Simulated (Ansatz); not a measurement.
The system is MnAs.

```xyz
4
Lattice="3.7100 0.0000 0.0000 -1.8550 3.2130 0.0000 0.0000 0.0000 5.6910" Properties=species:S:1:pos:R:3 pbc="T T T"
As    1.8550    1.0710    4.2683
As    0.0000    2.1420    1.4227
Mn    0.0000    0.0000    2.8455
Mn    0.0000    0.0000    0.0000
```

| Property | Result |
| --- | --- |
| Program | Ansatz 0.2.0 |
| Task | relaxation of cell and atoms |
| Functional | PBEsol |
| Potentials or basis | Ansatz PAW |
| Cutoff | 420 eV (not typed: the program's choice for these potentials) |
| k mesh | 8 × 8 × 5 |
| Occupations | fermi-dirac, width 0.05 eV |
| Spin | collinear spin, ferromagnetic start |
| Starting moments | [0.0, 0.0, 4.0, 4.0] μB |

At the start: volume 16.96 Å³/atom.

**Question.** Where does the relaxation end?

**Answer.** It ends after 6 steps and the volume is 14.73 Å³/atom (-13.2 %); space group P6_3/mmc (No. 194, to 0.05 Å); moment 4.84 μB per cell.

The path:
```tsv
step	energy change (eV)	largest force (eV/Å)	volume (Å³)
1	0.0000	0.0000	67.84
2	-0.2495	0.0000	62.37
3	-0.2790	0.0000	56.75
4	-0.3043	0.0000	58.80
5	-0.3044	0.0000	58.90
6	-0.3027	0.0000	58.90
```

Final structure:
```
CELL_PARAMETERS angstrom
3.56765 0.00000 0.00000
-1.78383 3.08968 0.00000
0.00000 0.00000 5.34386
ATOMIC_POSITIONS crystal
As 0.66667 0.33333 0.75000
As 0.33333 0.66667 0.25000
Mn 0.00000 0.00000 0.50000
Mn 0.00000 0.00000 0.00000
```

Caveat: the plane-wave basis is chosen anew once the cell has moved, so the energies of steps on either side of that aren't comparable; only a ferromagnetic start was run, and an antiferromagnetic order may lie lower in energy; the PAW data sets come from PBE, with cores solved anew for the run's functional, which leaves a small shift of forces and pressure.
